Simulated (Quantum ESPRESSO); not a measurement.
# Nb (Im-3m) in Quantum ESPRESSO: equation of state, part 2 of 2

Quantum ESPRESSO 7.5.

**3. Single point, PBE, 17.69 Å³/atom**

pw.in

```
&CONTROL
  calculation = 'scf'
  prefix = 'pwscf'
  outdir = './tmp'
  pseudo_dir = './pseudo'
  tprnfor = .true.
  tstress = .true.
  disk_io = 'nowf'
/
&SYSTEM
  ibrav = 0
  nat = 1
  ntyp = 1
  ecutwfc = 55
  ecutrho = 440
  nbnd = 12
  occupations = 'smearing'
  smearing = 'fd'
  degauss = 0.00367493
/
&ELECTRONS
  conv_thr = 2d-10
  electron_maxstep = 120
  mixing_beta = 0.5
/
ATOMIC_SPECIES
Nb    92.9064 Nb.pbe-spn-kjpaw_psl.0.3.0.UPF
CELL_PARAMETERS angstrom
  -1.6414614324    1.6414614324    1.6414614324
   1.6414614324   -1.6414614324    1.6414614324
   1.6414614324    1.6414614324   -1.6414614324
ATOMIC_POSITIONS crystal
Nb     0.0000000000    0.0000000000    0.0000000000
K_POINTS automatic
11 11 11 0 0 0
```

Potentials or basis: SSSP 1.3 efficiency PBE.

On the command line:

```
> OMP_NUM_THREADS=1 pw.x -in pw.in > pw.out
```

It took 7.3 s on 1 thread of Intel Xeon 6975P-C (Granite Rapids), shared host; peak memory 0.12 GiB.

It converged, with:

| Property | Result |
| --- | --- |
| Free energy | -4547.9328 eV |
| Pressure | 5.1 GPa |
| Band gap on the k mesh | none (metal or under the smearing width) |

**4. Single point, PBE, 18.06 Å³/atom**

Changes to pw.in since step 3:

```diff
@@ -28,5 +28,5 @@
 CELL_PARAMETERS angstrom
-  -1.6414614324    1.6414614324    1.6414614324
-   1.6414614324   -1.6414614324    1.6414614324
-   1.6414614324    1.6414614324   -1.6414614324
+  -1.6527822138    1.6527822138    1.6527822138
+   1.6527822138   -1.6527822138    1.6527822138
+   1.6527822138    1.6527822138   -1.6527822138
 ATOMIC_POSITIONS crystal
```

On the command line:

```
> OMP_NUM_THREADS=1 pw.x -in pw.in > pw.out
```

It took 7.6 s on 1 thread of Intel Xeon 6975P-C (Granite Rapids), shared host; peak memory 0.12 GiB.

The run converged. Its results:

| Item | Value |
| --- | --- |
| Free energy | -4547.9409 eV |
| Pressure | 1.4 GPa |
| Band gap on the k mesh | none (metal or under the smearing width) |

**5. Single point, PBE, 18.43 Å³/atom**

Changes to pw.in since step 4:

```diff
@@ -28,5 +28,5 @@
 CELL_PARAMETERS angstrom
-  -1.6527822138    1.6527822138    1.6527822138
-   1.6527822138   -1.6527822138    1.6527822138
-   1.6527822138    1.6527822138   -1.6527822138
+  -1.6639500000    1.6639500000    1.6639500000
+   1.6639500000   -1.6639500000    1.6639500000
+   1.6639500000    1.6639500000   -1.6639500000
 ATOMIC_POSITIONS crystal
```

On the command line:

```
> OMP_NUM_THREADS=1 pw.x -in pw.in > pw.out
```

It took 7.6 s on 1 thread of Intel Xeon 6975P-C (Granite Rapids), shared host; peak memory 0.12 GiB.

Results (log left out):

- Free energy: -4547.9407 eV
- Pressure: -2.1 GPa
- Band gap on the k mesh: none (metal or under the smearing width)

**6. Single point, PBE, 18.80 Å³/atom**

Changes to pw.in since step 5:

```diff
@@ -28,5 +28,5 @@
 CELL_PARAMETERS angstrom
-  -1.6639500000    1.6639500000    1.6639500000
-   1.6639500000   -1.6639500000    1.6639500000
-   1.6639500000    1.6639500000   -1.6639500000
+  -1.6749698576    1.6749698576    1.6749698576
+   1.6749698576   -1.6749698576    1.6749698576
+   1.6749698576    1.6749698576   -1.6749698576
 ATOMIC_POSITIONS crystal
```

Potentials or basis: SSSP 1.3 efficiency PBE.

On the command line:

```
> OMP_NUM_THREADS=1 pw.x -in pw.in > pw.out
```

pw.out:

```text
This program is part of the open-source Quantum ESPRESSO suite
     for quantum simulation of materials; please cite
         "P. Giannozzi et al., J. Phys.:Condens. Matter 21 395502 (2009);
         "P. Giannozzi et al., J. Phys.:Condens. Matter 29 465901 (2017);
         "P. Giannozzi et al., J. Chem. Phys. 152 154105 (2020);
     in publications or presentations arising from this work. More details at

     file Nb.pbe-spn-kjpaw_psl.0.3.0.UPF: wavefunction(s)  4S 4P renormalized
     Message from routine setup:
     using ibrav=0 with symmetry is DISCOURAGED, use correct ibrav instead

     Subspace diagonalization in iterative solution of the eigenvalue problem:
     a serial algorithm will be used

     G-vector sticks info
     --------------------
     sticks:   dense  smooth     PW     G-vecs:    dense   smooth      PW
     Sum        1001     487    165                19861     6963    1289

     Using Slab Decomposition

     bravais-lattice index     =            0
     lattice parameter (alat)  =       5.4823  a.u.
     unit-cell volume          =     126.8462 (a.u.)^3
[... 184 lines left out ...]

   -37.3446 -12.7394 -12.7394 -12.7394  11.2474  17.4518  17.4518  17.4518
    20.2224  20.2224  31.3268  31.3268
[... 273 lines left out ...]
   -36.9973 -13.5571 -13.5388 -13.5388  13.6834  13.7298  21.8277  21.8277
    22.2458  25.3873  26.5738  26.5738

     the Fermi energy is    17.0516 ev

!    total energy              =    -334.26688943 Ry
     total all-electron energy =     -7639.973866 Ry
     estimated scf accuracy    <          1.8E-10 Ry
     smearing contrib. (-TS)   =      -0.00105467 Ry
     internal energy E=F+TS    =    -334.26583476 Ry

     The total energy is F=E-TS. E is the sum of the following terms:
     one-electron contribution =     -15.24632693 Ry
     hartree contribution      =      15.50901806 Ry
     xc contribution           =     -28.88676234 Ry
     ewald contribution        =     -97.15401691 Ry
     one-center paw contrib.   =    -208.48774663 Ry

     convergence has been achieved in   8 iterations

     Forces acting on atoms (cartesian axes, Ry/au):

     atom    1 type  1   force =     0.00000000    0.00000000    0.00000000

     Total force =     0.000000     Total SCF correction =     0.000000

     Computing stress (Cartesian axis) and pressure

          total   stress  (Ry/bohr**3)                   (kbar)     P=      -52.89
  -0.00035951  -0.00000000  -0.00000000          -52.89       -0.00       -0.00
  -0.00000000  -0.00035951  -0.00000000           -0.00      -52.89       -0.00
  -0.00000000  -0.00000000  -0.00035951           -0.00       -0.00      -52.89

=------------------------------------------------------------------------------=
   JOB DONE.
=------------------------------------------------------------------------------=
```

Run time: 7.7 s. Hardware: 1 thread of Intel Xeon 6975P-C (Granite Rapids), shared host; peak memory 0.13 GiB.

What came out:

```yaml
Free_energy: -4547.9327 eV
Pressure: -5.3 GPa
Band_gap_on_the_k_mesh: none (metal or under the smearing width)
```

**7. Single point, PBE, 19.17 Å³/atom**

Changes to pw.in since step 6:

```diff
@@ -28,5 +28,5 @@
 CELL_PARAMETERS angstrom
-  -1.6749698576    1.6749698576    1.6749698576
-   1.6749698576   -1.6749698576    1.6749698576
-   1.6749698576    1.6749698576   -1.6749698576
+  -1.6858465900    1.6858465900    1.6858465900
+   1.6858465900   -1.6858465900    1.6858465900
+   1.6858465900    1.6858465900   -1.6858465900
 ATOMIC_POSITIONS crystal
```

On the command line:

```
> OMP_NUM_THREADS=1 pw.x -in pw.in > pw.out
```

Run time: 10 s. Hardware: 1 thread of Intel Xeon 6975P-C (Granite Rapids), shared host; peak memory 0.13 GiB.

It converged, with:

```yaml
Free_energy: -4547.9178 eV
Pressure: -8.2 GPa
Band_gap_on_the_k_mesh: none (metal or under the smearing width)
```

**8. Single point, PBE, 19.53 Å³/atom**

Changes to pw.in since step 7:

```diff
@@ -28,5 +28,5 @@
 CELL_PARAMETERS angstrom
-  -1.6858465900    1.6858465900    1.6858465900
-   1.6858465900   -1.6858465900    1.6858465900
-   1.6858465900    1.6858465900   -1.6858465900
+  -1.6965847559    1.6965847559    1.6965847559
+   1.6965847559   -1.6965847559    1.6965847559
+   1.6965847559    1.6965847559   -1.6965847559
 ATOMIC_POSITIONS crystal
```

On the command line:

```
> OMP_NUM_THREADS=1 pw.x -in pw.in > pw.out
```

Wall time 9.2 s (1 thread of Intel Xeon 6975P-C (Granite Rapids), shared host); peak memory 0.13 GiB.

It converged, with:

| Item | Value |
| --- | --- |
| Free energy | -4547.8965 eV |
| Pressure | -10.8 GPa |
| Band gap on the k mesh | none (metal or under the smearing width) |

**9. Equation of state, PBE**

Potentials or basis: SSSP 1.3 efficiency PBE.

This step only gathers the single runs of the series.

What came out:

- Equilibrium volume: 18.23 Å³/atom
- Bulk modulus: 172 GPa
- Pressure derivative of the bulk modulus: 3.4

Energy against volume, from the lowest point:
| volume (Å³/atom) | energy (meV/atom) |
| --- | --- |
| 17.322 | 25.21 |
| 17.691 | 8.06 |
| 18.060 | 0.00 |
| 18.428 | 0.24 |
| 18.797 | 8.18 |
| 19.165 | 23.10 |
| 19.534 | 44.37 |

**10. Comparison with measurements**

Step 9. Against the measured bulk modulus of Nb, 169 GPa (quoted in “Pressure effects on the electronic structure and superconductivity of (TaNb)0.67(HfZrTi)0.33 high entropy alloy”, 2019, arxiv:1910.08312), the calculated 172 GPa is off by +1.7 %. The fit is for a static lattice scaled at fixed shape and fixed fractional positions.
